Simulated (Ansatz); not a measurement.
# Co: the order of phases at one pressure, part 1 of 2

Which of hcp, diamond, beta tin, simple hexagonal has the lowest enthalpy for Co at one common pressure? Methods of the runs shown: LAPW. Companion runs by PAW are cited.

Method: DFT, LDA, all-electron LAPW, scalar-relativistic, in Ansatz 0.2.0.

**1. The starting structure**

It takes space group P6_3/mmc (No. 194, hexagonal). The conventional cell has a = 2.357 Å, b = 2.357 Å, c = 3.798 Å, α = 90.00°, β = 90.00°, γ = 120.00°. Around Co (site symmetry -6m2) lie 12 Co at 2.34 to 2.36 Å.

Structure file:

```
CELL_PARAMETERS angstrom
2.35652 0.00000 0.00000
-1.17826 2.04080 0.00000
0.00000 0.00000 3.79808
ATOMIC_POSITIONS crystal
Co 0.33333 0.66667 0.25000
Co 0.66667 0.33333 0.75000
```

Atoms are numbered in the order of the input: Co1, Co2.

**2. Hcp relaxed under pressure, LAPW**

input.yaml reads:

```yaml
crystal:
  lattice:
    - [2.3565168074, 0.0, 0.0]
    - [-1.1782584037, 2.0408034197, 0.0]
    - [0.0, 0.0, 3.7980820754]
  atoms:
    - { symbol: Co, position: [0.3333333333, 0.6666666667, 0.25], spin: 1.7 }
    - { symbol: Co, position: [0.6666666667, 0.3333333333, 0.75], spin: 1.7 }
magnetization:
  spin_polarized: true
kpoints:
  mp_grid: { grid: [19, 19, 10] }
scf:
  occupations: { method: fermi_dirac, width: 0.08 }
hamiltonian:
  xc: lda
  pseudopotentials: { kind: all_electron, lapw: { basis_error: 0.0005 } }
output:
  forces: true
  stress: true
  eigenvalues: true
relax:
  f_tol: 0.005
  max_steps: 12
  cell: { p_target: 29.0, stress_tol: 0.03 }
```

On the command line:

```bash
ansatz run input.yaml --threads 2 --pin off --max-ram 7168MiB --backend cpu --events-out ev --progress --plain --runs-dir out
```

The program printed, cut to the lines that bear on the results:

```text
[...]
LAPW: plane waves up to 10.392 Å⁻¹, error target 5.0e-4 eV per atom; small_component_spin mean_spin; Co in spheres of 1.133 Å, 17 of its electrons in bands, Dirac shells []
[...]
Pseudopotentials: kind: all_electron
Pseudopotential: Co, LAPW, valence charge 17, Koelling and Harmon's equation, gaussian nucleus
Functional definition: SPW92
[...]
Crystal: 2 atoms, lattice volume = 18.266 Å³
Basis set: ecut = 411.421111311938 eV, 325 PW (Γ), exchange–correlation at level 2
Bands: 23, of which v1, the nominal top of the filled ones, is band 17 counted from 1 (16 counted from 0)
Symmetry: 24 space group operations
Space group: P63/mmc (ITA 194), of the structure as read, at distance tolerance 2.6e-5 Å
Magnetic group: BNS 194.263 (UNI 1493), of the structure as read, at distance tolerance 2.6e-5 Å
k-points: 240 of 3610
[...]
Starting moments: Σ|m| = 3.4 μB on 2 of 2 sites
[...]
SCF iter   1: F=—  HF=-75708.314355 eV  |F-HF|=—  |Δ(HF+E_count)|=         —  Δρ=1.78e-2 (↑1.73e-2 ↓1.78e-2)  dr2=1.57e-2  dr2_m=4.41e-2  M=2.810 μB ∫|m|=2.875 μB  β_m=0.30  ethr=4.59e-5  ⟨swp⟩=3.2  Hψ=84619  notcnv=0
[...]
at 1 of the mixer's solves, the last at iteration 6, it left a direction of its history that read negative out of its fit and stepped the other way along it
[...]
relax step   1: F+E_penalty+E_count = -75708.46766807 eV  Δ(F+E_penalty+E_count) = +0.000e0 eV  max|allowed force component| = 3.007e-17 eV/Å  Δτ_max = 0.0000 Å  P = +28.706 GPa  Ω = 18.266 Å³  (11 SCF iters, accepted)
[...]
relax step   2: F+E_penalty+E_count = -75708.46637331 eV  Δ(F+E_penalty+E_count) = +1.295e-3 eV  max|allowed force component| = 5.320e-17 eV/Å  Δτ_max = 0.0000 Å  P = +28.848 GPa  Ω = 18.258 Å³  (5 SCF iters, accepted)
[...]
SCF iter   1: F=—  HF=-75708.464981 eV  |F-HF|=—  |Δ(HF+E_count)|=         —  Δρ=8.49e-5 (↑8.49e-5 ↓8.12e-5)  dr2=6.31e-9  dr2_m=1.15e-6  M=2.620 μB ∫|m|=2.768 μB  β_m=0.65  ethr=6.93e-11  ⟨swp⟩=5.0  Hψ=69462  notcnv=0
[...]
```

**3. The log goes on: hcp relaxed under pressure, LAPW**

Output, continued, cut to the lines that bear on the results:

```text
SCF iter   2: F=—  HF=-75708.464980 eV  |F-HF|=—  |Δ(HF+E_count)|=   4.94e-7  Δρ=3.64e-5 (↑3.53e-5 ↓3.64e-5)  dr2=5.02e-10  dr2_m=2.15e-7  M=2.620 μB ∫|m|=2.767 μB  β_m=0.65  ethr=1.48e-12  ⟨swp⟩=2.0  Hψ=56560  notcnv=0
[...]
relax step   3: F+E_penalty+E_count = -75708.46498014 eV  Δ(F+E_penalty+E_count) = +1.393e-3 eV  max|allowed force component| = 1.388e-17 eV/Å  Δτ_max = 0.0000 Å  P = +29.000 GPa  Ω = 18.251 Å³  (5 SCF iters, accepted)
[...]
relax step   4: F+E_penalty+E_count = -75708.46498013 eV  Δ(F+E_penalty+E_count) = +9.051e-9 eV  max|allowed force component| = 3.238e-17 eV/Å  Δτ_max = 0.0000 Å  P = +28.999 GPa  Ω = 18.251 Å³  stress off target by 4.30e-3 GPa  SCF on the basis re-selected at this cell (its energy is not [...]
SCF converged after 3 iterations
Magnetization: 2.6194 μB (18.3097 up, 15.6903 down)
Absolute magnetization: 2.7667 μB (∫|ρ↑−ρ↓|)
[...]
  atom   2  Co     0.00000000     0.00000000    -0.00000000
[...]
--- Stress (GPa, compression-positive) ---
       29.000986      -0.000000      -0.000000
       -0.000000      29.000986       0.000000
       -0.000000       0.000000      28.995700
  P = ⅓ Tr σ = 28.9992 GPa (289.992 kbar)
--- Band table (eV; the first three rows and the last of 480) ---
[... band rows left out ...]
[...]
--- Relaxed structure (3 steps of the walk, 3 accepted, 1 SCFs on fresh bases) ---
  F+E_penalty+E_count = -75708.46498013 eV   max|allowed force component| = 3.238e-17 eV/Å   (the final SCF, on the basis selected at the relaxed cell)
  cell:  # Å, volume = 18.2508 Å³
    - [2.355921015723216, 1.1345183352654136e-33, 2.461803157061947e-20]
    - [-1.177960507861608, 2.040287448925943, -1.2309015785308977e-20]
    - [3.967775835305661e-20, 1.3887672997997329e-33, 3.7968980212575585]
  atoms:
    - { symbol: Co, position: [0.3333333333333332, 0.6666666666666664, 0.24999999999999997] }
    - { symbol: Co, position: [0.6666666666666665, 0.3333333333333332, 0.7499999999999999] }
```

Wall time 3.4 min (2 threads of Arm Neoverse V1, shared host); peak memory 1.1 GiB.

Step by step:

```csv
step,energy from step 1 (eV/cell),largest force component (eV/Å),pressure (GPa),volume (Å³)
1,0.0000,0.0000,28.71,18.27
2,0.0013,0.0000,28.85,18.26
3,0.0027,0.0000,29.00,18.25
4,0.0027,0.0000,29.00,18.25
```

Step 1 is the start. Step 4 repeats the geometry before on a plane-wave basis chosen anew for that cell, so the energy can jump there without any move; the table keeps such jumps.

| input's cell | before | after | change |
| --- | --- | --- | --- |
| a (Å) | 2.357 | 2.356 | -0.0 % |
| b (Å) | 2.357 | 2.356 | -0.0 % |
| c (Å) | 3.798 | 3.797 | -0.0 % |
| volume (Å³/atom) | 9.13 | 9.13 | -0.1 % |

Read from it: pressure 29.00 GPa; no gap; spin moments Co1 1.34 μB.

**4. Diamond relaxed under pressure, LAPW**

input.yaml reads:

```yaml
crystal:
  lattice:
    - [0.0, 2.2946820367, 2.2946820367]
    - [2.2946820367, 0.0, 2.2946820367]
    - [2.2946820367, 2.2946820367, 0.0]
  atoms:
    - { symbol: Co, position: [-0.125, -0.125, -0.125], spin: 1.7 }
    - { symbol: Co, position: [0.125, 0.125, 0.125], spin: 1.7 }
magnetization:
  spin_polarized: true
kpoints:
  mp_grid: { grid: [15, 15, 15] }
scf:
  occupations: { method: fermi_dirac, width: 0.08 }
hamiltonian:
  xc: lda
  pseudopotentials: { kind: all_electron, lapw: { basis_error: 0.0005 } }
output:
  forces: true
  stress: true
  eigenvalues: true
relax:
  f_tol: 0.005
  max_steps: 12
  cell: { p_target: 29.0, stress_tol: 0.03 }
```

On the command line:

```bash
ansatz run input.yaml --threads 2 --pin off --max-ram 7168MiB --backend cpu --events-out ev --progress --plain --runs-dir out
```

The program printed, cut to the lines that bear on the results:

```text
[...]
LAPW: plane waves up to 12.433 Å⁻¹, error target 5.0e-4 eV per atom; small_component_spin mean_spin; Co in spheres of 0.964 Å, 23 of its electrons in bands, Dirac shells []
[...]
Pseudopotentials: kind: all_electron
Pseudopotential: Co, LAPW, valence charge 23, Koelling and Harmon's equation, gaussian nucleus
Functional definition: SPW92
[...]
Crystal: 2 atoms, lattice volume = 24.166 Å³
Basis set: ecut = 588.9676524248116 eV, 749 PW (Γ), exchange–correlation at level 2
Bands: 30, of which v1, the nominal top of the filled ones, is band 23 counted from 1 (22 counted from 0)
Symmetry: 48 space group operations
Space group: Fd-3m (ITA 227), of the structure as read, at distance tolerance 2.9e-5 Å
Magnetic group: BNS 227.128 (UNI 1630), of the structure as read, at distance tolerance 2.9e-5 Å
k-points: 120 of 3375
[...]
Starting moments: Σ|m| = 3.4 μB on 2 of 2 sites
[...]
SCF iter   1: F=—  HF=-75705.398992 eV  |F-HF|=—  |Δ(HF+E_count)|=         —  Δρ=4.74e-2 (↑2.38e-2 ↓4.74e-2)  dr2=7.80e-1  dr2_m=1.53e-1  M=2.459 μB ∫|m|=2.486 μB  β_m=0.30  ethr=1.69e-3  ⟨swp⟩=2.0  Hψ=43150  notcnv=0
[...]
spin=Collinear: Kerker preconditioning applied to the charge; magnetization (m = ρ↑ − ρ↓) channel mixes plain (no charge-response kernel on spin).
[...]
the basis was enlarged: its passes take 487.3 KiB over the memory plan, 2 of 2 planned eigensolver slots
[...]
WARN: the starting moments were not kept: the SCF closed with an absolute magnetisation of 5.1e-6 μB, where they sum to 3.4 μB in size (2 sites). That is at most 0.1 of that sum. Measured as dr2_m measures the in/out step, that magnetisation stands 7.2e-12 eV from none, at or under the [...]
relax step   1: F+E_penalty+E_count = -75705.59351918 eV  Δ(F+E_penalty+E_count) = +0.000e0 eV  max|allowed force component| = 2.776e-17 eV/Å  Δτ_max = 0.0000 Å  P = +28.565 GPa  Ω = 24.166 Å³  (13 SCF iters, accepted)
[...]
Starting moments: Σ|m| = 3.4 μB on 2 of 2 sites; this step starts from the density that it was given
[...]
SCF iter   3: F=—  HF=-75705.586621 eV  |F-HF|=—  |Δ(HF+E_count)|=   2.99e-7  Δρ=4.75e-6 (↑4.75e-6 ↓4.70e-6)  dr2=8.23e-9  dr2_m=9.05e-13  M=0.000 μB ∫|m|=0.000 μB  β_m=0.63  ethr=5.84e-11  ⟨swp⟩=3.0  Hψ=22840  notcnv=0
```

**5. The log goes on: diamond relaxed under pressure, LAPW**

The log, continued, cut to the lines that bear on the results:

```text
SCF iter   4: F=—  HF=-75705.586621 eV  |F-HF|=—  |Δ(HF+E_count)|=   3.61e-7  Δρ=3.13e-6 (↑3.13e-6 ↓3.07e-6)  dr2=7.72e-9  dr2_m=2.87e-13  M=0.000 μB ∫|m|=0.000 μB  β_m=0.81  ethr=1.79e-11  ⟨swp⟩=3.0  Hψ=22856  notcnv=0
[...]
relax step   2: F+E_penalty+E_count = -75705.58662119 eV  Δ(F+E_penalty+E_count) = +6.898e-3 eV  max|allowed force component| = 1.758e-16 eV/Å  Δτ_max = 0.0000 Å  P = +29.025 GPa  Ω = 24.127 Å³  (5 SCF iters, accepted)
[...]
relax step   3: F+E_penalty+E_count = -75705.58662120 eV  Δ(F+E_penalty+E_count) = -9.750e-9 eV  max|allowed force component| = 2.313e-16 eV/Å  Δτ_max = 0.0000 Å  P = +29.025 GPa  Ω = 24.127 Å³  stress off target by 2.47e-2 GPa  SCF on the basis re-selected at this cell (its energy is not [...]
SCF converged after 3 iterations
Magnetization: 0.0000 μB (23.0000 up, 23.0000 down)
Absolute magnetization: 0.0000 μB (∫|ρ↑−ρ↓|)
[...]
  atom   2  Co    -0.00000000    -0.00000000    -0.00000000
[...]
--- Stress (GPa, compression-positive) ---
       29.024701       0.000000       0.000000
        0.000000      29.024701       0.000000
        0.000000       0.000000      29.024701
  P = ⅓ Tr σ = 29.0247 GPa (290.247 kbar)
--- Band table (eV; the first three rows and the last of 240) ---
[...]
--- Relaxed structure (2 steps of the walk, 2 accepted, 1 SCFs on fresh bases) ---
  F+E_penalty+E_count = -75705.58662120 eV   max|allowed force component| = 2.313e-16 eV/Å   (the final SCF, on the basis selected at the relaxed cell)
  cell:  # Å, volume = 24.1272 Å³
    - [3.8215290246716924e-35, 2.293466526839867, 2.293466526839867]
    - [2.293466526839867, -1.9107645123358464e-35, 2.293466526839867]
    - [2.293466526839867, 2.293466526839867, 4.4584505287836414e-35]
  atoms:
    - { symbol: Co, position: [-0.12499999999999999, -0.12499999999999999, -0.12499999999999999] }
    - { symbol: Co, position: [0.12499999999999999, 0.12499999999999999, 0.12499999999999999] }
```

It took 2.7 min on 2 threads of Arm Neoverse V1, shared host; peak memory 1 GiB.

Step by step:

```
step  energy from step 1 (eV/cell)  largest force component (eV/Å)  pressure (GPa)  volume (Å³)
   1                        0.0000                          0.0000           28.56        24.17
   2                        0.0069                          0.0000           29.02        24.13
   3                        0.0069                          0.0000           29.02        24.13
```

Step 1 is the start. Step 3 repeats the geometry before on a plane-wave basis chosen anew for that cell, so the energy can jump there without any move; the table keeps such jumps.

| input's cell | before | after | change |
| --- | --- | --- | --- |
| a (Å) | 3.245 | 3.243 | -0.1 % |
| b (Å) | 3.245 | 3.243 | -0.1 % |
| c (Å) | 3.245 | 3.243 | -0.1 % |
| volume (Å³/atom) | 12.08 | 12.06 | -0.2 % |

In short: pressure 29.02 GPa; no gap.

**6. Beta tin relaxed under pressure, LAPW**

input.yaml reads:

```yaml
crystal:
  lattice:
    - [-2.0404222524, 2.0404222524, 1.1524397385]
    - [2.0404222524, -2.0404222524, 1.1524397385]
    - [2.0404222524, 2.0404222524, -1.1524397385]
  atoms:
    - { symbol: Co, position: [-0.375, -0.125, -0.25], spin: 1.7 }
    - { symbol: Co, position: [0.375, 0.125, 0.25], spin: 1.7 }
magnetization:
  spin_polarized: true
kpoints:
  mp_grid: { grid: [19, 19, 19] }
scf:
  occupations: { method: fermi_dirac, width: 0.08 }
hamiltonian:
  xc: lda
  pseudopotentials: { kind: all_electron, lapw: { basis_error: 0.0005 } }
output:
  forces: true
  stress: true
  eigenvalues: true
relax:
  f_tol: 0.005
  max_steps: 12
  cell: { p_target: 29.0, stress_tol: 0.03 }
```

On the command line:

```bash
ansatz run input.yaml --threads 2 --pin off --max-ram 7168MiB --backend cpu --events-out ev --progress --plain --runs-dir out
```

The program printed, cut to the lines that bear on the results:

```text
[...]
LAPW: plane waves up to 11.580 Å⁻¹, error target 5.0e-4 eV per atom; small_component_spin mean_spin; Co in spheres of 1.028 Å, 17 of its electrons in bands, Dirac shells []
[...]
Pseudopotentials: kind: all_electron
Pseudopotential: Co, LAPW, valence charge 17, Koelling and Harmon's equation, gaussian nucleus
Functional definition: SPW92
[...]
Crystal: 2 atoms, lattice volume = 19.192 Å³
Basis set: ecut = 510.9465413196353 eV, 509 PW (Γ), FFT grids on a1+a2, a2, a3, exchange–correlation at level 2
Bands: 23, of which v1, the nominal top of the filled ones, is band 17 counted from 1 (16 counted from 0)
Symmetry: 16 space group operations
Space group: I41/amd (ITA 141), of the structure as read, at distance tolerance 2.7e-5 Å
Magnetic group: BNS 141.551 (UNI 1211), of the structure as read, at distance tolerance 2.7e-5 Å
k-points: 550 of 6859
[...]
Starting moments: Σ|m| = 3.4 μB on 2 of 2 sites
[...]
SCF iter   1: F=—  HF=-75706.994249 eV  |F-HF|=—  |Δ(HF+E_count)|=         —  Δρ=2.33e-2 (↑1.78e-2 ↓2.33e-2)  dr2=4.55e-2  dr2_m=5.51e-2  M=2.773 μB ∫|m|=2.803 μB  β_m=0.30  ethr=1.34e-4  ⟨swp⟩=3.0  Hψ=173596  notcnv=0
[...]
the basis was enlarged: its passes take 710.0 KiB over the memory plan, 2 of 2 planned eigensolver slots
[...]
WARN: the starting moments were not kept: the SCF closed with an absolute magnetisation of 2.5e-5 μB, where they sum to 3.4 μB in size (2 sites). That is at most 0.1 of that sum. Measured as dr2_m measures the in/out step, that magnetisation stands 1.5e-10 eV from none, at or under the [...]
relax step   1: F+E_penalty+E_count = -75707.11837871 eV  Δ(F+E_penalty+E_count) = +0.000e0 eV  max|allowed force component| = 2.776e-17 eV/Å  Δτ_max = 0.0000 Å  P = +28.532 GPa  Ω = 19.192 Å³  (14 SCF iters, accepted)
[...]
Starting moments: Σ|m| = 3.4 μB on 2 of 2 sites; this step starts from the density that it was given
[...]
SCF iter   3: F=—  HF=-75707.115473 eV  |F-HF|=—  |Δ(HF+E_count)|=   1.21e-8  Δρ=1.73e-6 (↑1.66e-6 ↓1.73e-6)  dr2=9.60e-10  dr2_m=5.59e-13  M=-0.000 μB ∫|m|=0.000 μB  β_m=0.52  ethr=4.64e-12  ⟨swp⟩=3.0  Hψ=81664  notcnv=0
```

**7. The output, continued: beta_tin relaxed under pressure, LAPW**

Output, continued, cut to the lines that bear on the results:

```text
SCF iter   4: F=-75707.115473 eV  HF=-75707.115473 eV  |F-HF|=2.19e-8  |Δ(HF+E_count)|=   5.07e-8  Δρ=3.33e-6 (↑3.30e-6 ↓3.33e-6)  dr2=5.36e-9  dr2_m=8.12e-14  M=-0.000 μB ∫|m|=0.000 μB  ethr=2.82e-12  ⟨swp⟩=3.0  Hψ=81940  notcnv=0
[...]
relax step   2: F+E_penalty+E_count = -75707.11547344 eV  Δ(F+E_penalty+E_count) = +2.905e-3 eV  max|allowed force component| = 0.000e0 eV/Å  Δτ_max = 0.0000 Å  P = +28.861 GPa  Ω = 19.176 Å³  (4 SCF iters, accepted)
[...]
relax step   3: F+E_penalty+E_count = -75707.11419780 eV  Δ(F+E_penalty+E_count) = +1.276e-3 eV  max|allowed force component| = 2.776e-17 eV/Å  Δτ_max = 0.0000 Å  P = +29.007 GPa  Ω = 19.169 Å³  (2 SCF iters, accepted)
[...]
--- Forces (eV/Å), atoms counted from 1 ---
  atom   1  Co    -0.00000000     0.00000000     0.00000000
  atom   2  Co     0.00000000     0.00000000     0.00000000
[...]
--- Stress (GPa, compression-positive) ---
       28.995838       0.000000      -0.000000
        0.000000      28.995838       0.000000
       -0.000000       0.000000      29.029756
  P = ⅓ Tr σ = 29.0071 GPa (290.071 kbar)
--- Band table (eV; the first three rows and the last of 1100) ---
[... band rows left out ...]
[...]
--- Relaxed structure (3 steps of the walk, 3 accepted, 1 SCFs on fresh bases) ---
  F+E_penalty+E_count = -75707.11419795 eV   max|allowed force component| = 1.388e-17 eV/Å   (the final SCF, on the basis selected at the relaxed cell)
  cell:  # Å, volume = 19.1686 Å³
    - [-2.0392889058291, 2.0392889058291, 1.1523194967623513]
    - [2.0392889058291, -2.0392889058291, 1.1523194967623513]
    - [2.0392889058291, 2.0392889058291, -1.1523194967623513]
  atoms:
    - { symbol: Co, position: [-0.375, -0.125, -0.25] }
    - { symbol: Co, position: [0.375, 0.125, 0.25] }
```

Wall time 9.3 min (2 threads of Arm Neoverse V1, shared host); peak memory 2.4 GiB.

Relaxation path:

```csv
step,energy from step 1 (eV/cell),largest force component (eV/Å),pressure (GPa),volume (Å³)
1,0.0000,0.0000,28.53,19.19
2,0.0029,0.0000,28.86,19.18
3,0.0042,0.0000,29.01,19.17
4,0.0042,0.0000,29.01,19.17
```

Step 1 is the start. Step 4 repeats the geometry before on a plane-wave basis chosen anew for that cell, so the energy can jump there without any move; the table keeps such jumps.

| input's cell | before | after | change |
| --- | --- | --- | --- |
| a (Å) | 3.107 | 3.106 | -0.0 % |
| b (Å) | 3.107 | 3.106 | -0.0 % |
| c (Å) | 3.107 | 3.106 | -0.0 % |
| γ (°) | 136.46 | 136.44 | -0.02° |
| volume (Å³/atom) | 9.60 | 9.58 | -0.1 % |

In short: pressure 29.01 GPa; no gap.

(Continued in part 2 of 2.)
